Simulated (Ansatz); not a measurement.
The reference is BaTiO3 in the cubic perovskite structure (space group Pm-3m, No. 221; a = 3.970 Å).

Method: Ansatz (a quantum-chemistry and plane-wave program), PBEsol, PAW, cutoff 420 eV, spin-orbit coupling left out.

Strains are applied to the cell and any free atomic positions relax.

One change was made to it. Results:

The energy rises by 34 meV/atom; the band gap falls by 0.15 eV, from 1.82 eV to 1.67 eV.

Question: Name the change that was made.
(A) isotropic strain +2.40 %
(B) isotropic strain +3.00 %
(C) isotropic strain +1.20 %

Answer: A, isotropic strain +2.40 %. For comparison, the energy relative to the base in the other runs: isotropic strain +1.20 % gives +8.7 meV/atom; isotropic strain +3.00 % gives +51 meV/atom.

Stability against distortions was not tested. All final runs are without spin polarisation. Many cubic perovskites are stable only at high temperature; tilts and polar distortions were not tested. This is not the structure that BaTiO3 has at room temperature and ambient pressure.
